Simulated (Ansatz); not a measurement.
System: L1₀ (CuAu-type) CoPt. Method: PBEsol-D3(BJ) (Ansatz, an electronic-structure program, PAW).

Numerical settings: plane-wave cutoff 520 eV, 20×20×16 k mesh (along the axes of the cell as run), Fermi–Dirac smearing 0.05 eV, spin-polarised with parallel moments, scalar-relativistic PAW data made under PBE.

Properties against volume:

Shape and atoms are relaxed at each volume.

```
V (Å³/atom)  P (GPa)  moment (μB per cell of 2 atoms)  c (Å)  a (Å)
-----------  -------  -------------------------------  -----  -----
12.091         12.26                             2.11  3.562  2.605
12.343          5.76                             2.14  3.593  2.621
12.595         -0.01                             2.17  3.624  2.636
12.846         -5.13                             2.20  3.654  2.652
13.098         -9.67                             2.23  3.683  2.667
```

Note: the bulk modulus comes from volumes at which shape and atoms were relaxed.
